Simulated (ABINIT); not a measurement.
Runs of ABINIT 10.8.3 (patched build) on Cu. It takes space group Fm-3m (No. 225, cubic). The conventional cell has a = 3.615 Å, b = 3.615 Å, c = 3.615 Å, α = 90.00°, β = 90.00°, γ = 90.00°. Cu (site symmetry m-3m) has 12 Cu at 2.56 Å as nearest neighbours. 

```tsv
task	level	potentials or basis	k mesh	cutoff (eV)	fine-grid cutoff	mesh quality	gap on the mesh (eV)	pressure (GPa)	V0 of scaled cells (Å³/atom)	B0 (GPa)
single point	r2SCAN	JTH PAW PBE v2.0	5 × 5 × 5	653	1251.72 eV	coarse	none	-	-	-
equation of state	OLYP	JTH PAW PBE v2.0	13 × 13 × 13	544	1088.46 eV	not flagged	-	-	12.04	127
band structure	LDA-PZ	JTH PAW LDA v2.0	13 × 13 × 13	544	1088.46 eV	not flagged	none	-	-	-
single point	PBE	JTH PAW PBE v2.0	5 × 5 × 5	544	1088.46 eV	coarse	none	-	-	-
band structure	RPBE	PseudoDojo NC SR PBE v0.4.1 standard	13 × 13 × 13	1252	-	not flagged	none	(a)	-	-
single point	PBE	JTH PAW PBE v2.0	8 × 8 × 8	544	1088.46 eV	coarse	none	-	-	-
equation of state	SOGGA	JTH PAW PBE v2.0	13 × 13 × 13	544	1088.46 eV	not flagged	-	-	(b)	176
band structure	OLYP	PseudoDojo NC SR PBE v0.4.1 standard	13 × 13 × 13	1252	-	not flagged	none	4.6	-	-
```

Alike in all rows: no spin polarisation; cell as given; smearing fermi-dirac 0.05 eV.

Question: Estimate the missing entries.

Answer: (a) 7.2; (b) 11.21.

Caveats: some runs use coarse meshes; the PAW data sets were made with another functional, which shifts forces and pressure a little (some runs); pressures at fixed basis lie under the slope of the energies (some runs); the potentials were made for another functional, which shifts forces and pressure (some runs).

A k mesh can miss the band edges.

A gap of «none» marks a metal or a gap under the smearing width.

Not every run made on this cell is shown here.
